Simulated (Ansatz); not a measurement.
# KF: a line through an energy map

Aim: follow the energy of KF (Fm-3m, No. 225; 2 atoms in the cell) along one coordinate, volume per atom, with the other held at length along [111] over the lengths across it = 0.923.

Method: DFT PBE, scalar-relativistic, plane waves, PAW, in Ansatz 0.2.0.

72 further runs of the same task are left out: 72 set aside as unsound or not needed.

## Step 1: The starting structure

The structure is cubic, space group Fm-3m (No. 225). The conventional cell has a = 5.421 Å, b = 5.421 Å, c = 5.421 Å, α = 90.00°, β = 90.00°, γ = 90.00°. K (site symmetry m-3m) has 6 F at 2.71 Å as nearest neighbours. F (site symmetry m-3m) is surrounded by 6 K at 2.71 Å.

Coordinates:

```
K F
1.0
     0.00000    2.71054    2.71054
     2.71054    0.00000    2.71054
     2.71054    2.71054    0.00000
K F
1 1
Cartesian
  0.0000 0.0000 0.0000
  2.7105 2.7105 2.7105
```

It is the result of an earlier relaxation at this level (volume 19.91 Å³/atom; gap on the mesh: 5.96 eV).

## Step 2: What is varied

The energy is mapped over volume and the cell's shape.

The axes are (1) volume per atom: 11 values from 18.321 to 21.507 Å³; (2) length along [111] over the lengths across it, relative to the cubic cell: 11 values from 0.923 to 1.083.

Nothing else is relaxed (symmetry fixes all fractional coordinates). Energies count from the relaxed crystal. Points are written as (first, second).

## Step 3: Point (18.321 Å³, 0.923)

The input, input.yaml:

```yaml
crystal:
  lattice:
    - [-0.1389894887, 2.5685979539, 2.5685979539]
    - [2.5685979539, -0.1389894887, 2.5685979539]
    - [2.5685979539, 2.5685979539, -0.1389894887]
  atoms:
    - { symbol: K, position: [0.0, 0.0, 0.0] }
    - { symbol: F, position: [0.5, 0.5, 0.5] }
basis:
  ecutwfc: 520.0
kpoints:
  mp_grid: { grid: [8, 8, 8] }
hamiltonian:
  xc: pbe
scf:
  occupations: { method: gaussian, width: 0.05 }
output:
  forces: true
  stress: true
  eigenvalues: true
```

Command:

```sh
ansatz run input.yaml --threads 1 --pin off --max-ram 2048MiB --backend cpu --events-out ev --progress --plain --runs-dir out
```

Further runs follow: the other points of the line.

**Question.** What will these runs give? Wanted: for each run, volume per atom; energy; slope; pressure.

The runs gave:

```
volume per atom (Å³)  step  energy (meV/atom)  slope (meV/atom per Å³)  pressure (GPa)  band gap on the k-mesh (eV)
              18.321     3               18.9                    −17.6            2.82                         6.33
              18.640     4               14.0                    −13.2            2.12                         6.23
              18.958     –               10.4                     −9.3            1.49                         6.14
              19.277     5                8.1                     −5.7            0.91                         6.05
              19.596     6                6.8                     −2.4            0.39                         5.97
              19.914     7                6.5                      0.6           −0.09                         5.89
              20.233     8                7.1                      3.3           −0.53                         5.81
              20.552     9                8.6                      5.8           −0.93                         5.73
              20.870    10               10.8                      8.1           −1.29                         5.66
              21.189    11               13.7                     10.1           −1.62                         5.58
              21.507    12               17.2                     12.0           −1.92                         5.52
```

Energies count from the relaxed crystal. Rows without a step come from runs not printed here or follow by symmetry. Slopes come from the forces (and the stress, where the cell changes), not from differences of energies.

**Reading.** Along the line the energy is lowest at 19.914 Å³, 6.5 meV/atom from the zero. Energies and slopes round the minimum, fitted together, put the minimum at 19.8492 Å³, with a curvature of about 9.2 meV/atom per (Å³)². V·d²E/dV² there is about 29 GPa, a bulk modulus under this line's constraint. The highest point computed, at 18.321 Å³, lies 12.4 meV/atom above the lowest. This is one cut through a surface in two coordinates; the map's lowest point lies off it.

The gaps are Kohn-Sham values of a semilocal functional, not quasiparticle or optical gaps. Such gaps usually fall short of the measured ones.
